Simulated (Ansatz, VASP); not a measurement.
# AlNi: VASP beside Ansatz

```
Al Ni
1.0
     2.00128   -2.01624    0.00000
     2.00128    2.01624    0.00000
     0.00000    0.00000    3.19948
Al Ni
1 1
Cartesian
  0.0000 0.0000 0.0000
  2.0013 0.0000 1.5997
```

The cell comes from a database or a generator and needn't be the stable form of this composition.

Alike in both runs: task single point; functional r2SCAN; k mesh 10 × 10 × 9; occupations fermi-dirac, width 0.15 eV; collinear spin.

```csv
,VASP,Ansatz
version,VASP 6.6.1,Ansatz 0.2.0
potentials or method,"VASP PAW PBE potentials, release 64 (Al, Ni)","plane waves, PAW"
plane-wave cutoff (eV),520,500
valence electrons in the cell,13,21
```

```csv
,VASP,Ansatz,Ansatz less VASP
net moment per atom (μB),0.00,0.00,0.000
```

With one functional, cell and mesh, what is left measures potentials, basis and numerics. The two sets of potentials don't hold the same shells in valence. Ansatz warned: «seeded_moment_not_kept».
